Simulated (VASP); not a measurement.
# AlP (F-43m) in VASP: a series of runs

Runs on AlP. Level: PBE. Tasks: single point.

Everything below comes from runs of VASP 6.6.1. Logs are shortened: lines on timing, memory, paths and dates and some standing lists are left out, and cuts for length are marked.

**What was measured.**

From a printed reference work, data compilation, for a bulk crystal of AlP at 4.2 K: band gap 2.505 eV (indirect).

The results are compared with them further down.

**1. The cell of the first run**

Symmetry: F-43m, No. 216, cubic system. The conventional cell has a = 5.507 Å, b = 5.507 Å, c = 5.507 Å, α = 90.00°, β = 90.00°, γ = 90.00°. Within 3.1 Å of Al (site symmetry -43m) lie 4 P at 2.38 Å. P (site symmetry -43m) has 4 Al at 2.38 Å within 3.1 Å.

**2. Single point, PBE**

Input file INCAR:

```
PREC = Accurate
ENCUT = 500
EDIFF = 1E-6
ISMEAR = 0
SIGMA = 0.01
LREAL = False
LASPH = True
NELM = 120
ALGO = Normal
ISIF = 2
LWAVE = False
LCHARG = False
GGA = PE
NBANDS = 11
GGA_COMPAT = False
```

Input file KPOINTS:

```
regular mesh
0
Gamma
  6 6 6
```

Input file POSCAR:

```
AlP
1.0
    0.0000000000      2.7534005785      2.7534005785
    2.7534005785      0.0000000000      2.7534005785
    2.7534005785      2.7534005785      0.0000000000
Al P
1 1
Direct
    0.0000000000      0.0000000000      0.0000000000
    0.2500000000      0.2500000000      0.2500000000
```

Potentials or basis: VASP PAW PBE potentials, release 64 (Al, P).

The run is started by

```
> cat potpaw_PBE.64/Al/POTCAR potpaw_PBE.64/P/POTCAR > POTCAR
> mpirun -np 1 vasp_std > vasp.out
```

OUTCAR:

```text
PREC = Accurate
   ENCUT = 500
   EDIFF = 1E-6
   ISMEAR = 0
   LREAL = False
   LASPH = True
   NELM = 120
   ISIF = 2
   GGA = PE

 ion  position               nearest neighbor table
   1  0.000  0.000  0.000-   2 2.38   2 2.38   2 2.38   2 2.38
   2  0.250  0.250  0.250-   1 2.38   1 2.38   1 2.38   1 2.38

  LATTYP: Found a face centered cubic cell.
 ALAT       =     5.5068011570

  Lattice vectors:

 A1 = (   0.0000000000,   2.7534005785,   2.7534005785)
 A2 = (   2.7534005785,   0.0000000000,   2.7534005785)
 A3 = (   2.7534005785,   2.7534005785,   0.0000000000)

Analysis of symmetry for initial positions (statically):
=====================================================================
 Subroutine PRICEL returns:
 Original cell was already a primitive cell.

 Routine SETGRP: Setting up the symmetry group for a
 face centered cubic supercell.

 Subroutine GETGRP returns: Found 24 space group operations
 (whereof 24 operations were pure point group operations)
 out of a pool of 48 trial point group operations.

The static configuration has the point symmetry T_d .

Analysis of symmetry for dynamics (positions and initial velocities):
=====================================================================
 Subroutine PRICEL returns:
 Original cell was already a primitive cell.

 Routine SETGRP: Setting up the symmetry group for a
 face centered cubic supercell.

 Subroutine GETGRP returns: Found 24 space group operations
 (whereof 24 operations were pure point group operations)
 out of a pool of 48 trial point group operations.

The dynamic configuration has the point symmetry T_d .

 Subroutine INISYM returns: Found 24 space group operations
 (whereof 24 operations are pure point group operations),
 and found     1 'primitive' translations

----------------------------------------------------------------------------------------

                                     Primitive cell

  volume of cell :      41.7482

  direct lattice vectors                    reciprocal lattice vectors
     0.000000000  2.753400578  2.753400578    -0.181593628  0.181593628  0.181593628
     2.753400578  0.000000000  2.753400578     0.181593628 -0.181593628  0.181593628
     2.753400578  2.753400578  0.000000000     0.181593628  0.181593628 -0.181593628

  length of vectors
     3.893896441  3.893896441  3.893896441     0.314529390  0.314529390  0.314529390

  position of ions in fractional coordinates (direct lattice)
     0.000000000  0.000000000  0.000000000
     0.250000000  0.250000000  0.250000000

  ion indices of the primitive-cell ions
   primitive index   ion index
                 1           1
                 2           2

----------------------------------------------------------------------------------------

 KPOINTS: regular mesh

Automatic generation of k-mesh.
 Grid dimensions read from file:
 generate k-points for:    6    6    6

 Generating k-lattice:

  Cartesian coordinates                     Fractional coordinates (reciprocal lattice)
    -0.030265605  0.030265605  0.030265605     0.166666667  0.000000000  0.000000000
     0.030265605 -0.030265605  0.030265605     0.000000000  0.166666667  0.000000000
     0.030265605  0.030265605 -0.030265605     0.000000000  0.000000000  0.166666667

  Length of vectors
     0.052421565  0.052421565  0.052421565

  Shift w.r.t. Gamma in fractional coordinates (k-lattice)
     0.000000000  0.000000000  0.000000000

 Subroutine IBZKPT returns following result:
 ===========================================

 Found     16 irreducible k-points:

 Following reciprocal coordinates:
            Coordinates               Weight
  0.000000  0.000000  0.000000      1.000000
  0.166667  0.000000  0.000000      8.000000
  0.333333  0.000000  0.000000      8.000000
  0.500000  0.000000  0.000000      4.000000
  0.166667  0.166667  0.000000      6.000000
  0.333333  0.166667  0.000000     24.000000
[... 8 lines left out ...]
 -0.333333  0.333333  0.166667     24.000000
 -0.333333  0.500000  0.166667     12.000000
   k-points           NKPTS =     16   k-points in BZ     NKDIM =     16   number of bands    NBANDS=     11
   number of dos      NEDOS =    301   number of ions     NIONS =      2
   total plane-waves  NPLWV =  21952
   dimension x,y,z NGX =    28 NGY =   28 NGZ =   28
   dimension x,y,z NGXF=    56 NGYF=   56 NGZF=   56
   ions per type =               1   1
   NGX,Y,Z   is equivalent  to a cutoff of  11.95, 11.95, 11.95 a.u.
   NGXF,Y,Z  is equivalent  to a cutoff of  23.91, 23.91, 23.91 a.u.
 SYSTEM =  unknown system
   PREC   = accura    normal or accurate (medium, high low for compatibility)
   ISTART =      0    job   : 0-new  1-cont  2-samecut
   ICHARG =      2    charge: 1-file 2-atom 10-const
   ISPIN  =      1    spin polarized calculation?
   LNONCOLLINEAR =      F non collinear calculations
   LSORBIT =      F    spin-orbit coupling
   LASPH  =      T    aspherical Exc in radial PAW
   ENCUT  =  500.0 eV  36.75 Ry    6.06 a.u.   7.10  7.10  7.10*2*pi/ulx,y,z
   NELM   =    120;   NELMIN=  2; NELMDL= -5     # of ELM steps
   EDIFF  = 0.1E-05   stopping-criterion for ELM
   LREAL  =      F    real-space projection
   EDIFFG = 0.1E-04   stopping-criterion for IOM
   NSW    =      0    number of steps for IOM
   IBRION =     -1    ionic relax: 0-MD 1-quasi-New 2-CG
   NFREE  =      0    steps in history (QN), initial steepest desc. (CG)
   ISIF   =      2    stress and relaxation
   ISYM   =      2    0-nonsym 1-usesym 2-fastsym
   POTIM  = 0.5000    time-step for ionic-motion
   TEBEG  =    0.0;   TEEND  =   0.0 temperature during run
   PSTRESS=    0.0 pullay stress
   NELECT =       8.0000    total number of electrons
   NUPDOWN=      -1.0000    fix difference up-down
   EMIN   =  10.00;   EMAX   =-10.00  energy-range for DOS
   EFERMI =   0.00;   METHOD = LEGACY
   ISMEAR =     0;   SIGMA  =   0.01  broadening in eV -4-tet -1-fermi 0-gaus
   EFERMI_NEDOS =   21; number of points for ismear=-14 and -15
   IALGO  =     38    algorithm
   IMIX   =      4    mixing-type and parameters
     AMIX     =   0.40;   BMIX     =  1.00
     AMIX_MAG =   1.60;   BMIX_MAG =  1.00
  volume/ion in A,a.u.               =      20.87       140.87
  Fermi-wavevector in a.u.,A,eV,Ry     =   0.943826  1.783573 12.120181  0.890808
  Thomas-Fermi vector in A             =   2.071572
   LORBIT       =      0    0 simple, 1 ext, 2 COOP (PROOUT), +10 PAW based schemes
   GGA     = PE    functional components
   LHFCALC =     F    Hartree Fock is set to
   AEXX    =    0.0000 exact exchange contribution
   IVDW    =     0    specifies the selected vdW correction
   LEPSILON=     F    determine dielectric tensor
   LRPA    =     F    only Hartree local field effects (RPA)
 non-spin polarized calculation
 Gauss-broadening in eV      SIGMA  =   0.01
  energy-cutoff  :      500.00
  volume of cell :       41.75
 maximum number of plane-waves:      1068
   NGX = 15   NGY = 15   NGZ = 15

 number of electron       8.0000001 magnetization

 Free energy of the ion-electron system (eV)
  ---------------------------------------------------
  ext. energy  EPLUGINS =         0.00000000
  ---------------------------------------------------
  free energy    TOTEN  =       -10.36935197 eV

  energy without entropy =      -10.36935197  energy(sigma->0) =      -10.36935197

 E-fermi :   4.3978     XC(G=0):  -9.1077

 val. band max:        4.3530261594   @ k =   0.0000   0.0000   0.0000
 cond. band min:       5.9792813365   @ k =   0.5000   0.5000   0.0000
 fundamental gap:      1.6262551771
 Fermi energy:         4.3978317717

 k-point     1 :       0.0000    0.0000    0.0000
  band No.  band energies     occupation
      1      -7.0078      2.00000
      2       4.3530      2.00000
      3       4.3530      2.00000
      4       4.3530      2.00000
      5       7.4399      0.00000
      6       8.8757      0.00000
      7       8.8757      0.00000
      8       8.8757      0.00000
      9      13.1559      0.00000
     10      13.1559      0.00000
     11      14.4644      0.00000

 k-point     2 :       0.1667    0.0000    0.0000
  band No.  band energies     occupation
      1      -6.7137      2.00000
      2       2.4999      2.00000
      3       4.1161      2.00000
      4       4.1161      2.00000
      5       7.8538      0.00000
      6       9.3015      0.00000
      7       9.3015      0.00000
      8       9.8789      0.00000
      9      12.5273      0.00000
     10      12.5273      0.00000
     11      15.0949      0.00000

 k-point     3 :       0.3333    0.0000    0.0000
  band No.  band energies     occupation
      1      -5.9512      2.00000
      2       0.0902      2.00000
      3       3.7517      2.00000
      4       3.7517      2.00000
      5       7.3066      0.00000
      6       9.3757      0.00000
      7       9.3757      0.00000
      8      12.1489      0.00000
      9      13.4248      0.00000
     10      13.4248      0.00000
     11      14.5453      0.00000

 k-point     4 :       0.5000    0.0000    0.0000
  band No.  band energies     occupation
      1      -5.3905      2.00000
      2      -1.0639      2.00000
      3       3.6043      2.00000
      4       3.6043      2.00000
      5       7.0704      0.00000
      6       9.1621      0.00000
      7       9.1621      0.00000
      8      12.5543      0.00000
      9      15.8009      0.00000
     10      15.8009      0.00000
     11      15.9791      0.00000

 k-point     5 :       0.1667    0.1667    0.0000
  band No.  band energies     occupation
      1      -6.6144      2.00000
      2       2.6532      2.00000
      3       3.6283      2.00000
      4       3.6283      2.00000
      5       7.9211      0.00000
      6       8.8823      0.00000
      7      10.1460      0.00000
      8      10.1460      0.00000
      9      11.4253      0.00000
     10      13.6725      0.00000
     11      16.2351      0.00000
[... 99 lines left out ...]
 k-point    13 :       0.5000    0.5000    0.0000
  band No.  band energies     occupation
      1      -4.7528      2.00000
      2      -0.8710      2.00000
      3       2.3018      2.00000
      4       2.3018      2.00000
      5       5.9793      0.00000
      6       6.8254      0.00000
      7      15.2033      0.00000
      8      15.2033      0.00000
      9      16.1349      0.00000
     10      16.3404      0.00000
     11      16.3404      0.00000

 k-point    14 :       0.5000    0.3333    0.1667
  band No.  band energies     occupation
      1      -5.3492      2.00000
      2      -0.0133      2.00000
      3       1.7508      2.00000
      4       2.8063      2.00000
      5       8.1977      0.00000
      6       9.1375      0.00000
      7       9.7869      0.00000
      8      12.4640      0.00000
      9      13.5811      0.00000
     10      15.6836      0.00000
     11      17.5449      0.00000

 k-point    15 :      -0.3333    0.3333    0.1667
  band No.  band energies     occupation
      1      -4.9113      2.00000
      2      -0.5591      2.00000
      3       1.3071      2.00000
      4       2.4281      2.00000
      5       8.3931      0.00000
      6       9.2656      0.00000
      7      11.1386      0.00000
      8      11.9462      0.00000
      9      13.0992      0.00000
     10      16.1342      0.00000
     11      17.0927      0.00000

 k-point    16 :      -0.3333    0.5000    0.1667
  band No.  band energies     occupation
      1      -4.7188      2.00000
      2      -0.6176      2.00000
      3       1.5278      2.00000
      4       1.7640      2.00000
      5       7.6776      0.00000
      6       8.6261      0.00000
      7      11.9058      0.00000
      8      12.2489      0.00000
      9      15.4059      0.00000
     10      16.1675      0.00000
     11      17.4324      0.00000

------------------------ aborting loop because EDIFF is reached ----------------------------------------

  FORCE on cell =-STRESS in cart. coord.  units (eV):
  Direction    XX          YY          ZZ          XY          YZ          ZX
  --------------------------------------------------------------------------------------
  -------------------------------------------------------------------------------------
  Total       -0.0037434     -0.0037434     -0.0037434     -0.0000000      0.0000000     -0.0000000
  in kB       -0.1436606     -0.1436606     -0.1436606     -0.0000000      0.0000000     -0.0000000
  external PRESSURE =      -0.1436606 kB  Pullay stress =       0.0000000 kB

 VOLUME and BASIS-vectors are now :
 -----------------------------------------------------------------------------
  energy-cutoff  :      500.00
  volume of cell :       41.75
      direct lattice vectors                 reciprocal lattice vectors
     0.000000000  2.753400578  2.753400578    -0.181593628  0.181593628  0.181593628
     2.753400578  0.000000000  2.753400578     0.181593628 -0.181593628  0.181593628
     2.753400578  2.753400578  0.000000000     0.181593628  0.181593628 -0.181593628

 POSITION                                       TOTAL-FORCE (eV/Angst)
 -----------------------------------------------------------------------------------
      0.00000      0.00000      0.00000         0.000000     -0.000000     -0.000000
      1.37670      1.37670      1.37670        -0.000000      0.000000      0.000000
 -----------------------------------------------------------------------------------
    total drift:                               -0.000000     -0.000000      0.000000

  FREE ENERGIE OF THE ION-ELECTRON SYSTEM (eV)
  ---------------------------------------------------
  free  energy   TOTEN  =       -10.3693519685 eV

  energy  without entropy=      -10.3693519685  energy(sigma->0) =      -10.36935197
```

Wall time 5.9 s (1 thread of AMD EPYC 7R13, shared host); peak memory 0.15 GiB.

Results:

```yaml
Free_energy: -10.3694 eV
Pressure: 0.0 GPa
Band_gap_on_the_k_mesh: 1.63 eV, indirect (least direct gap 3.09 eV)
```

Levels at points of the mesh, in eV from the valence-band top:
| k point | band 2 | band 3 | band 4 | band 5 | band 6 | band 7 |
| --- | --- | --- | --- | --- | --- | --- |
| (0.00, 0.00, 0.00) | 0.00 | 0.00 | 0.00 | 3.09 | 4.52 | 4.52 |
| (0.50, 0.00, 0.00) | -5.42 | -0.75 | -0.75 | 2.72 | 4.81 | 4.81 |
| (0.50, 0.50, 0.00) | -5.22 | -2.05 | -2.05 | 1.63 | 2.47 | 10.85 |

**3. Single point, PBE (volume changed by +3%)**

Input file INCAR:

```
PREC = Accurate ; ENCUT = 500
EDIFF = 1E-6 ; ISMEAR = 0
SIGMA = 0.01 ; LREAL = False
LASPH = True ; NELM = 120
ALGO = Normal ; ISIF = 2
LWAVE = False ; LCHARG = True
GGA = PE ; LELF = True
LVHAR = True ; NBANDS = 11
GGA_COMPAT = False
```

KPOINTS is that of step 2.

Input file POSCAR:

```
AlP
1.0
    0.0000000000      2.7806637435      2.7806637435
    2.7806637435      0.0000000000      2.7806637435
    2.7806637435      2.7806637435      0.0000000000
Al P
1 1
Direct
    0.0000000000      0.0000000000      0.0000000000
    0.2500000000      0.2500000000      0.2500000000
```

Potentials or basis: VASP PAW PBE potentials, release 64 (Al, P).

The run is started by

```
> cat potpaw_PBE.64/Al/POTCAR potpaw_PBE.64/P/POTCAR > POTCAR
> mpirun -np 1 vasp_std > vasp.out
```

Wall time 7.3 s (1 thread of AMD EPYC 7R13, shared host); peak memory 0.16 GiB.

The run converged. Its results:

- Free energy: -10.3601 eV
- Pressure: -2.3 GPa
- Band gap on the k mesh: 1.68 eV, indirect (least direct gap 2.84 eV)

Levels at points of the mesh, in eV from the valence-band top:
```tsv
k point	band 2	band 3	band 4	band 5	band 6	band 7
(0.00, 0.00, 0.00)	0.00	0.00	0.00	2.84	4.48	4.48
(0.50, 0.00, 0.00)	-5.29	-0.73	-0.73	2.61	4.80	4.80
(0.50, 0.50, 0.00)	-5.13	-1.99	-1.99	1.68	2.48	10.60
```

 A k mesh can miss the band edges.

**4. Against experiment**

Step 2. A measured gap of AlP is 2.505 eV (indirect; 4.2 K; a printed reference work, data compilation); the calculated 1.63 eV misses it by -0.88 eV. The value is that of PBE on a finite k mesh, which can miss the band edges, without temperature or zero-point motion. Semilocal functionals fall short of measured gaps as a rule.
